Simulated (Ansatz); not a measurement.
**Sc: fixed spin moment**

Aim: map the energy of Sc against its total spin moment, held by a constraint, beside free and non-magnetic runs and runs in a field. The runs shown use PAW.

This is Sc in the fcc structure; at room conditions it is hcp.

Method: DFT, LDA, PAW with Ansatz's default frozen-core files, scalar-relativistic, in Ansatz 0.2.0.

### 1 The starting structure

The structure is cubic, space group Fm-3m (No. 225). Conventional cell: a = 4.520 Å, b = 4.520 Å, c = 4.520 Å, α = 90.00°, β = 90.00°, γ = 90.00°. Around Sc (site symmetry m-3m) lie 12 Sc at 3.20 Å.

Structure file:

```
Sc
1.0
     0.00000    2.26000    2.26000
     2.26000    0.00000    2.26000
     2.26000    2.26000    0.00000
Sc
1
Direct
  0.00000 0.00000 0.00000
```

### 2 Free moments from the typed start, PAW

File input.yaml:

```yaml
crystal:
  lattice:
    - [0.0, 2.26, 2.26]
    - [2.26, 0.0, 2.26]
    - [2.26, 2.26, 0.0]
  atoms:
    - { symbol: Sc, position: [0.0, 0.0, 0.0], spin: 1.0 }
magnetization:
  spin_polarized: true
kpoints:
  mp_grid: { grid: [13, 13, 13] }
scf:
  occupations: { method: fermi_dirac, width: 0.03 }
  lower_state_search: "off"
hamiltonian:
  xc: lda
  pseudopotentials: { kind: paw }
output:
  forces: true
  stress: true
  eigenvalues: true
  populations: true
  dos: { projected: true, de: 0.1, e_range: [-8, 5] }
  write_density: true
  write_potential: true
  elf: true
  volumetric_format: npy
```

The run is started by

```sh
$ ansatz run input.yaml --threads 1 --pin off --max-ram 3072MiB --backend cpu --events-out ev --progress --plain --runs-dir out
```

Log:

```text
Engine: ansatz 0.2.0
Pseudopotentials: kind: paw
Pseudopotential: Sc, paw, valence charge 11, recommended cutoff 420 eV (normal)
Functional definition: SPW92
  exchange = slater_x
  correlation = pw_c
Crystal: 1 atoms, lattice volume = 23.086 Å³
Basis set: ecut = 420 eV, 459 PW (Γ)
Bands: 10, of which v1, the nominal top of the filled ones, is band 6 counted from 1 (5 counted from 0)
Symmetry: 48 space group operations
Space group: Fm-3m (ITA 225), of the structure as read, at distance tolerance 2.8e-5 Å
Magnetic group: BNS 225.116 (UNI 1618), of the structure as read, at distance tolerance 2.8e-5 Å
k-points: 84 of 2197
Non-local potential: Sc, projectors of the file, l = 0: 3, l = 1: 2, l = 2: 3, l = 3: 1
PAW form: soft (Blöchl's): semilocal exchange-correlation on the pseudo side does not see the compensation charge
PAW frozen core: Sc, regenerated for the run's functional, and the local potential with it (the file was generated under x = pbe(κ = 0.804, μ = 0.2195149727645171), c = pbe(β = 0.06672455060314922))
PAW one-centre angular grid: Sc, 590 points (default); XC on 64 Gauss nodes
Initial density: superposition of atomic densities (chi_scale 0.1, normalization cell)
Starting moments: Σ|m| = 1 μB on 1 of 1 site
Initial wavefunctions: pseudopotential atomic-orbital guess
Functional: x = slater, c = lda
iter 1 solved again at ethr=1.10e-3 eV; its pass at ethr=3.10e-3 eV (dr2=1.21e-1 eV) is discarded
SCF iter   1: F=—  HF=-2088.880438 eV  |F-HF|=—  |Δ(HF+E_count)|=         —  Δρ=4.92e-2 (↑4.92e-2 ↓3.18e-2)  dr2=1.23e-1  dr2_m=3.42e-1  M=0.460 μB ∫|m|=0.460 μB  β_m=0.30  ethr=1.10e-3  ⟨swp⟩=1.0  Hψ=11483  notcnv=0
preconditioner: auto → none  [metal: Δε(μ)=0.018 eV  Ē_g=4.303 eV  σ=0.030 eV  W_gap=0.15  n_scr=8 (ndim 8)  ℏωp=13.4 eV  f_vac=0.000  D(μ)=1.81/eV (n_scr^D=14)  sad-step TF]
SCF iter   2: F=—  HF=-2088.909780 eV  |F-HF|=—  |Δ(HF+E_count)|=   2.93e-2  Δρ=3.54e-2 (↑3.54e-2 ↓2.48e-2)  dr2=5.68e-2  dr2_m=1.89e-1  M=0.406 μB ∫|m|=0.406 μB  β_m=0.30  ethr=1.10e-3  ⟨swp⟩=2.1  Hψ=2459  notcnv=0
SCF iter   3: F=—  HF=-2088.921742 eV  |F-HF|=—  |Δ(HF+E_count)|=   1.20e-2  Δρ=2.32e-2 (↑2.12e-2 ↓2.32e-2)  dr2=2.04e-3  dr2_m=1.04e-1  M=0.359 μB ∫|m|=0.359 μB  β_m=0.30  ethr=5.16e-4  ⟨swp⟩=2.6  Hψ=3221  notcnv=0
SCF iter   4: F=—  HF=-2088.939296 eV  |F-HF|=—  |Δ(HF+E_count)|=   1.76e-2  Δρ=1.76e-2 (↑1.76e-2 ↓1.69e-2)  dr2=2.54e-4  dr2_m=6.31e-2  M=0.303 μB ∫|m|=0.303 μB  β_m=0.30  ethr=1.86e-5  ⟨swp⟩=2.3  Hψ=3328  notcnv=0
SCF iter   5: F=—  HF=-2088.950257 eV  |F-HF|=—  |Δ(HF+E_count)|=   1.10e-2  Δρ=1.36e-2 (↑1.36e-2 ↓1.36e-2)  dr2=2.60e-6  dr2_m=3.91e-2  M=0.253 μB ∫|m|=0.253 μB  β_m=0.30  ethr=2.31e-6  ⟨swp⟩=1.5  Hψ=2520  notcnv=0
SCF iter   6: F=—  HF=-2088.957521 eV  |F-HF|=—  |Δ(HF+E_count)|=   7.26e-3  Δρ=1.08e-2 (↑1.08e-2 ↓1.08e-2)  dr2=6.69e-7  dr2_m=2.46e-2  M=0.210 μB ∫|m|=0.210 μB  β_m=0.30  ethr=2.36e-8  ⟨swp⟩=2.2  Hψ=2667  notcnv=0
SCF iter   7: F=—  HF=-2088.962440 eV  |F-HF|=—  |Δ(HF+E_count)|=   4.92e-3  Δρ=8.55e-3 (↑8.54e-3 ↓8.55e-3)  dr2=4.28e-7  dr2_m=1.55e-2  M=0.176 μB ∫|m|=0.176 μB  β_m=0.30  ethr=6.08e-9  ⟨swp⟩=2.4  Hψ=2736  notcnv=0
SCF iter   8: F=—  HF=-2088.965794 eV  |F-HF|=—  |Δ(HF+E_count)|=   3.35e-3  Δρ=6.76e-3 (↑6.75e-3 ↓6.76e-3)  dr2=3.57e-7  dr2_m=9.66e-3  M=0.149 μB ∫|m|=0.149 μB  β_m=0.30  ethr=3.89e-9  ⟨swp⟩=2.2  Hψ=2684  notcnv=0
Mixer restart at iter 8: flushing history
spin-set hold released at iteration 8 (site moments contracting): the magnetisation degrees of freedom join the quasi-Newton model from the next iteration; the mixer history was flushed
SCF iter   9: F=—  HF=-2088.968069 eV  |F-HF|=—  |Δ(HF+E_count)|=   2.28e-3  Δρ=5.35e-3 (↑5.32e-3 ↓5.35e-3)  dr2=1.49e-6  dr2_m=6.03e-3  M=0.127 μB ∫|m|=0.127 μB  β_m=0.59  ethr=3.25e-9  ⟨swp⟩=2.1  Hψ=2640  notcnv=0
SCF iter  10: F=—  HF=-2088.972734 eV  |F-HF|=—  |Δ(HF+E_count)|=   4.67e-3  Δρ=9.01e-4 (↑9.01e-4 ↓8.92e-4)  dr2=1.00e-6  dr2_m=1.70e-4  M=0.046 μB ∫|m|=0.046 μB  β_m=0.82  ethr=3.25e-9  ⟨swp⟩=3.5  Hψ=3413  notcnv=0
SCF iter  11: F=—  HF=-2088.973147 eV  |F-HF|=—  |Δ(HF+E_count)|=   4.13e-4  Δρ=3.32e-4 (↑3.19e-4 ↓3.32e-4)  dr2=4.75e-7  dr2_m=2.22e-5  M=0.020 μB ∫|m|=0.020 μB  β_m=0.91  ethr=3.25e-9  ⟨swp⟩=2.3  Hψ=2688  notcnv=0
SCF iter  12: F=—  HF=-2088.973242 eV  |F-HF|=—  |Δ(HF+E_count)|=   9.53e-5  Δρ=7.40e-5 (↑7.40e-5 ↓5.79e-5)  dr2=3.21e-6  dr2_m=2.11e-7  M=0.002 μB ∫|m|=0.002 μB  β_m=0.73  ethr=3.25e-9  ⟨swp⟩=2.2  Hψ=2683  notcnv=0
iter 13 did not close the SCF: its close was put off for a magnetic moment that had not settled (scf_convergence_deferred on its scf_iter line)
SCF iter  13: F=-2088.973242 eV  HF=-2088.973242 eV  |F-HF|=7.48e-8  |Δ(HF+E_count)|=   5.57e-7  Δρ=1.66e-5 (↑1.21e-5 ↓1.66e-5)  dr2=2.01e-8  dr2_m=3.64e-8  M=0.001 μB ∫|m|=0.001 μB  β_m=0.83  ethr=9.09e-10  ⟨swp⟩=4.6  Hψ=8140  notcnv=0
iter 14 did not close the SCF: its close was put off for a magnetic moment that had not settled (scf_convergence_deferred on its scf_iter line)
SCF iter  14: F=-2088.973242 eV  HF=-2088.973242 eV  |F-HF|=1.08e-9  |Δ(HF+E_count)|=   1.60e-7  Δρ=1.89e-6 (↑1.89e-6 ↓1.56e-6)  dr2=4.38e-10  dr2_m=5.64e-10  M=0.000 μB ∫|m|=0.000 μB  β_m=0.92  ethr=1.83e-10  ⟨swp⟩=4.0  Hψ=7221  notcnv=0
iter 15 did not close the SCF: its close was put off for a magnetic moment that had not settled (scf_convergence_deferred on its scf_iter line)
SCF iter  15: F=-2088.973242 eV  HF=-2088.973242 eV  |F-HF|=5.00e-11  |Δ(HF+E_count)|=   2.08e-9  Δρ=3.40e-7 (↑2.84e-7 ↓3.40e-7)  dr2=1.31e-12  dr2_m=2.03e-11  M=0.000 μB ∫|m|=0.000 μB  β_m=0.96  ethr=3.98e-12  ⟨swp⟩=3.1  Hψ=6361  notcnv=0
SCF iter  16: F=-2088.973242 eV  HF=-2088.973242 eV  |F-HF|=4.55e-13  |Δ(HF+E_count)|=  7.28e-11  Δρ=2.57e-8 (↑2.57e-8 ↓2.25e-8)  dr2=1.90e-14  dr2_m=1.17e-13  M=-0.000 μB ∫|m|=0.000 μB  ethr=1.00e-12  ⟨swp⟩=3.1  Hψ=6042  notcnv=0
WARN: the starting moments were not kept: the SCF closed with an absolute magnetisation of 6.4e-7 μB, where they sum to 1 μB in size (1 site). That is at most 0.1 of that sum. Measured as dr2_m measures the in/out step, that magnetisation stands 7.1e-14 eV from none, at or under the dr2_threshold of 1.0e-7 eV: it is no larger than a step whose dr2_m would equal this threshold. The system may hold no moment; this SCF shows only that its start led to no more than that. To try another start: raise the starting moments (crystal.atoms[].spin, magnetization.per_species, magnetization.initial_magnetization, or on a non-collinear deck that types none of these the spinor_matrix: blocks that start its atoms; where the total moment is fixed, keep their sum and leave initial_magnetization as it is; typed ones take the place of any that the run laid by itself, positive ones on a crystal's lanthanoids without a Hubbard term where scf.initial_density.shell_occupations: [] is typed) or, if the notice of its spin-set hold's release reads "site moments contracting" or "site moments show no strong build", lengthen the hold (scf.mixing.spin_hold: { on: { confirm: 4 } }; for m-r²SCAN on two components see the key's manual first). Each may lead to a state that holds a moment. A second SCF, from the converged charge density, with the starting moments and any scf.initial_density.shell_occupations laid on it anew, would have followed, and was not run: the deck does not ask for one (magnetization.retry_lost_moments is false, the default). To let it run, set magnetization.retry_lost_moments: true and run the deck again, where that key's refused combinations let it; where memory then withholds it, that run's warning says so.
SCF 1 converged in 16 iterations: F = -2088.973242 eV  dr2 = 1.90e-14
SCF converged after 16 iterations
Magnetization: -0.0000 μB (5.5000 up, 5.5000 down)
Absolute magnetization: 0.0000 μB (∫|ρ↑−ρ↓|)
Spin contamination: 0.0000 ħ² per cell (⟨S²⟩ above its minimum at these occupations)
Per-site moments (μB) at R_I (Å): [(-4.398056895175858e-7, 1.3184005935223178)]
Free energy (F): -2088.973242 eV
Harris-Foulkes:  -2088.973242 eV  (|F-HF|=4.55e-13)
Internal energy: -2088.968362 eV  (E = F + TS)
E sigma→0 (E₀):  -2088.970802 eV
Entropy (-TS):   -0.004880 eV (-4.880 meV/atom)
Fermi energy:    9.815933 eV
--- Per-component energies (eV) ---
  E_band       = -159.215803
  E_kinetic    = 261.131598
  E_local      = -820.028133  (includes V_loc(G=0)·N_el)
  E_nonlocal   = 87.482347
  E_hartree    = 279.061760
  E_xc         = -103.026872
  E_vxc        = -128.431282  (∫ρ·V_xc dr)
  E_paw        = -910.214013  (= ΣΔE_a)
  E_vpaw       = -117.493858  (= ΣTr[D̂ρ^β])
  E_aug_tail   = 0.000007  (compensation charges beyond the density's cutoff)
  E_ewald      = -883.679978
  E_core_change = 0.304923  (= ΣΔE_core)
  E_smearing   = -0.004880  (= −TS)
  E_closure    = -0.000000  (closes the sum)
  Σ components = -2088.973242   (vs F -2088.973242, Δ=0.00e0)
--- Forces (eV/Å), atoms counted from 1 ---
  atom   1  Sc    -0.00000000     0.00000000    -0.00000000
  max |Σ_I F_I| component: 9.04e-32 eV/Å
--- Stress (GPa, compression-positive) ---
       -1.864270      -0.000000       0.000000
        0.000000      -1.864270       0.000000
        0.000000       0.000000      -1.864270
  P = ⅓ Tr σ = -1.8643 GPa (-18.643 kbar)
--- Band table (eV; the first three rows and the last of 168) ---
  k-point 0 ↑: bands = ["-38.9483", "-17.5911", "-17.5911", "-17.5911", "4.5501", "11.4274", "11.4274", "11.4274", "12.9245", "12.9245"]
  k-point 1 ↑: bands = ["-38.9436", "-17.6213", "-17.5949", "-17.5949", "4.7092", "11.3083", "11.4874", "11.4874", "12.8818", "12.8818"]
  k-point 2 ↑: bands = ["-38.9306", "-17.7044", "-17.6054", "-17.6054", "5.1685", "11.0047", "11.6169", "11.6169", "12.8187", "12.8187"]
  k-point 83 ↓: bands = ["-38.8396", "-17.9423", "-17.8993", "-17.7706", "9.0689", "9.9027", "10.1289", "12.4636", "14.1039", "16.5628"]
--- Löwdin populations: 1 site ---
  site symbol       q [e]    m [muB]
     0     Sc     10.8965    -0.0000
  spilling = 0.009411 (of n_electrons = 11.000000)
```

Run time: 5.9 s. Hardware: 1 thread of Arm Neoverse V1, shared host; peak memory 0.28 GiB.

In short: total moment 0.00 μB; site moments Sc 0.00 μB; pressure -1.86 GPa; no gap.

States per cell, counted by energy window (eV from the Fermi level, on a grid of 0.10 eV):

```
from  to  total  Sc 3d  Sc 4s
  -6  -5   0.01   0.00   0.00
  -5  -4   0.10   0.00   0.09
  -4  -3   0.20   0.02   0.18
  -3  -2   0.37   0.10   0.25
  -2  -1   0.88   0.58   0.27
  -1   0   1.37   1.23   0.06
   0   1   1.76   1.51   0.07
   1   2   1.66   1.50   0.07
   2   3   1.64   1.60   0.02
```

The fields are shown in the conventional cell of this run's space group, carried over from its grid by interpolation.

Density in a lattice plane of the grid's cell (edges 4.52 and 4.52 Å, at 0.000 of the third edge), which holds Sc.

Ten even steps from ' ' (0.11 e/Å³) to '@' (7.45 e/Å³):
```
@@@@**==..                              ..==**@@
****==::                                  ::==**
--::..                                      ..::
                                                
                                                
                                                
                    ..::--::..                  
                  ::==******==::                
                ..==**@@@@@@**==..              
                ::==%%@@@@@@%%==::              
                ..==**@@@@@@**==..              
                  ::==******==::                
                    ..::--::..                  
                                                
                                                
                                                
--::..                                      ..::
****==::                                  ::==**
@@@@**==..                              ..==**@@
@@@@%%==::                              ::==%%@@
```
Columns run along the first of these edges and rows up along the second, over one cell in 24 and 20 even steps from the bottom left corner. Atoms in the plane (fractional): Sc at (0.00, 0.00), Sc at (0.50, 0.50).

ELF in the same plane.

Ten even steps from '0' (0.00) to '9' (0.76):
```
358973124789998742137985
899852124678887642125898
887521134555555543112578
443211233322222333211234
111122222111111122222111
222333211234443211233322
555543112578887521134555
887642125899889852124678
998742137985358973124789
999742147972027974124799
998742137985358973124789
887642125898899852124678
555543112578887521134555
222333211234443211233322
111122222111111122222111
443211233322222333211234
887521134555555543112578
889852124678887642125899
358973124789998742137985
027974124799999742147972
```
Columns run along the first of these edges and rows up along the second, over one cell in 24 and 20 even steps from the bottom left corner. Atoms in the plane (fractional): Sc at (0.00, 0.00), Sc at (0.50, 0.50).

Both are smooth fields of the valence electrons: close to the nuclei they are not physical.

Outside the cores ELF peaks at 0.76 between the atoms, 2.3 Å from Sc.

### 3 No spin polarisation, PAW

Changes to input.yaml since step 2:

```diff
@@ -6,5 +6,3 @@
   atoms:
-    - { symbol: Sc, position: [0.0, 0.0, 0.0], spin: 1.0 }
-magnetization:
-  spin_polarized: true
+    - { symbol: Sc, position: [0.0, 0.0, 0.0] }
 kpoints:
@@ -23,5 +21 @@
   dos: { projected: true, de: 0.1, e_range: [-8, 5] }
-  write_density: true
-  write_potential: true
-  elf: true
-  volumetric_format: npy
```

The run is started by

```sh
$ ansatz run input.yaml --threads 1 --pin off --max-ram 3072MiB --backend cpu --events-out ev --progress --plain --runs-dir out
```

Log, cut to the lines that bear on the results:

```text
[...]
[... 3 set-up lines as earlier in the session ...]
[...]
Crystal: 1 atoms, lattice volume = 23.086 Å³
Basis set: ecut = 420 eV, 459 PW (Γ)
Bands: 10, of which v1, the nominal top of the filled ones, is band 6 counted from 1 (5 counted from 0)
[... 1 set-up line as earlier in the session ...]
[...]
       -1.864228       0.000000      -0.000000
        0.000000      -1.864228       0.000000
        0.000000       0.000000      -1.864228
  P = ⅓ Tr σ = -1.8642 GPa (-18.642 kbar)
--- Band table (eV; the first three rows and the last of 84) ---
  k-point 0: bands = ["-38.9482", "-17.5910", "-17.5910", "-17.5910", "4.5501", "11.4274", "11.4274", "11.4274", "12.9245", "12.9245"]
[...]
--- Löwdin populations: 1 site ---
  site symbol       q [e]
     0     Sc     10.8965
  spilling = 0.009411 (of n_electrons = 11.000000)
```

Run time: 1.7 s. Hardware: 1 thread of Arm Neoverse V1, shared host; peak memory 0.27 GiB.

Result: pressure -1.86 GPa; no gap.

States per cell in windows of 1 eV (zero at the Fermi level; grid of 0.10 eV, so sharp peaks spill over the borders):

```
from  to  total  Sc 3d  Sc 4s
  -6  -5   0.01   0.00   0.00
  -5  -4   0.10   0.00   0.09
  -4  -3   0.20   0.02   0.18
  -3  -2   0.37   0.10   0.25
  -2  -1   0.88   0.58   0.27
  -1   0   1.37   1.23   0.06
   0   1   1.76   1.51   0.07
   1   2   1.66   1.50   0.07
   2   3   1.64   1.60   0.02
```

### 4 Total moment held at 0 μB, PAW

Changes to input.yaml since step 3:

```diff
@@ -7,2 +7,6 @@
     - { symbol: Sc, position: [0.0, 0.0, 0.0] }
+magnetization:
+  spin_polarized: true
+  initial_magnetization: 0.0
+  spin_locking: { lock_magnetization: hard }
 kpoints:
@@ -19,3 +23 @@
   eigenvalues: true
-  populations: true
-  dos: { projected: true, de: 0.1, e_range: [-8, 5] }
```

The run is started by

```sh
$ ansatz run input.yaml --threads 1 --pin off --max-ram 3072MiB --backend cpu --events-out ev --progress --plain --runs-dir out
```

Log, cut to the lines that bear on the results:

```text
Warning: output.stress: scf.convergence.dr2_threshold = 1e-7 eV (the SCF's general default) is looser than the 1e-10 eV advised for a printed stress (1e-10 eV for each atom of the cell: 1). What an SCF threshold leaves in a stress goes as its square root, and in the free energy as the [...]
[... 3 set-up lines as earlier in the session ...]
[...]
Crystal: 1 atoms, lattice volume = 23.086 Å³
Basis set: ecut = 420 eV, 459 PW (Γ)
[...]
E sigma→0 (E₀):  -2088.970802 eV
Entropy (-TS):   -0.004880 eV (-4.880 meV/atom)
Fermi energy:    9.815942 (↑ 9.815942, ↓ 9.815942) eV
[...]
--- Forces (eV/Å), atoms counted from 1 ---
  atom   1  Sc    -0.00000000     0.00000000     0.00000000
[...]
--- Stress (GPa, compression-positive) ---
       -1.864246       0.000000      -0.000000
       -0.000000      -1.864246      -0.000000
        0.000000      -0.000000      -1.864246
  P = ⅓ Tr σ = -1.8642 GPa (-18.642 kbar)
--- Band table (eV; the first three rows and the last of 168) ---
  k-point 0 ↑: bands = ["-38.9483", "-17.5910", "-17.5910", "-17.5910", "4.5501", "11.4274", "11.4274", "11.4274", "12.9245", "12.9245"]
[...]
```

Run time: 1.6 s. Hardware: 1 thread of Arm Neoverse V1, shared host; peak memory 0.27 GiB.

In short: total moment 0.00 μB; site moments Sc 0.00 μB; pressure -1.86 GPa; no gap.

### 5 Total moment held at 0.2 μB, PAW

Changes to input.yaml since step 4:

```diff
@@ -6,6 +6,6 @@
   atoms:
-    - { symbol: Sc, position: [0.0, 0.0, 0.0] }
+    - { symbol: Sc, position: [0.0, 0.0, 0.0], spin: 0.2 }
 magnetization:
   spin_polarized: true
-  initial_magnetization: 0.0
+  initial_magnetization: 0.2
   spin_locking: { lock_magnetization: hard }
```

The run is started by

```sh
$ ansatz run input.yaml --threads 1 --pin off --max-ram 3072MiB --backend cpu --events-out ev --progress --plain --runs-dir out
```

Log, cut to the lines that bear on the results:

```text
Warning: output.stress: scf.convergence.dr2_threshold = 1e-7 eV (the SCF's general default) is looser than the 1e-10 eV advised for a printed stress (1e-10 eV for each atom of the cell: 1). What an SCF threshold leaves in a stress goes as its square root, and in the free energy as the [...]
[... 3 set-up lines as earlier in the session ...]
[...]
Crystal: 1 atoms, lattice volume = 23.086 Å³
Basis set: ecut = 420 eV, 459 PW (Γ)
[...]
E sigma→0 (E₀):  -2088.964463 eV
Entropy (-TS):   -0.005676 eV (-5.676 meV/atom)
Fermi energy:    9.802297 (↑ 9.860323, ↓ 9.744272) eV
[...]
--- Forces (eV/Å), atoms counted from 1 ---
  atom   1  Sc    -0.00000000     0.00000000    -0.00000000
[...]
--- Stress (GPa, compression-positive) ---
       -1.601860      -0.000000      -0.000000
       -0.000000      -1.601860       0.000000
        0.000000      -0.000000      -1.601860
  P = ⅓ Tr σ = -1.6019 GPa (-16.019 kbar)
--- Band table (eV; the first three rows and the last of 168) ---
  k-point 0 ↑: bands = ["-39.0024", "-17.6455", "-17.6455", "-17.6455", "4.4734", "11.3619", "11.3619", "11.3619", "12.8712", "12.8712"]
[...]
```

Wall time 3.4 s (1 thread of Arm Neoverse V1, shared host); peak memory 0.28 GiB.

In short: total moment 0.20 μB; site moments Sc 0.13 μB; pressure -1.60 GPa; no gap.

(Part 1 of 3 ends here.)
